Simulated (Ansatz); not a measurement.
# SiO2 (Fm-3m): G0W0 and the treatment of frequencies and band sums

```
Si O
1.0
     0.00000    2.19538    2.19538
     2.19538    0.00000    2.19538
     2.19538    2.19538    0.00000
Si O
1 2
Cartesian
  0.0000 0.0000 0.0000
  1.0977 1.0977 1.0977
  3.2931 3.2931 3.2931
```

Held fixed (Ansatz):

```json
{
 "orbitals": "PBE",
 "datasets": "soft PAW set, first generation",
 "k mesh": "4×4×4",
 "response cutoff": "200 eV",
 "wave cutoff": "420 eV"
}
```

The gap is read direct at k = (0, -0.5, -0.5), linearised, between the Kohn-Sham band edges among the points solved. ε∞ is the electronic dielectric constant on this mesh. Runs with cut sums weigh the q → 0 term analytically. The completed-sum build treats it its own way, which on a coarse mesh shifts the gap as well.

| treatment | KS gap (eV) | G0W0 gap (eV) | ε∞ |
| --- | --- | --- | --- |
| contour deformation, sums cut at 136 empty bands | 2.17 | 3.91 | 3.8 |
| plasmon pole fitted at 32.29i eV, sums cut at 136 empty bands | 2.17 | 3.82 | 3.8 |
| contour deformation, 56 empty bands and completed sums (trial build, its own q → 0 term) | 2.17 | ? | ? |

(1) Fill in the row for contour deformation, 56 empty bands and completed sums (trial build, its own q → 0 term).

Results:

(1) G0W0 gap 4.49 eV, ε∞ 3.9.

Soft PAW datasets can miss an all-electron G0W0 gap by more than 5 %. The cell is a model at fixed atoms and needn't be the relaxed known crystal. Points k are given in fractions of the reciprocal vectors. The mesh is coarse, so these are values at the stated settings, not converged ones. Band sums or response are cut, so the gap isn't at its basis limit. The gap is read on the mesh, and the crystal's band edges can lie off it.
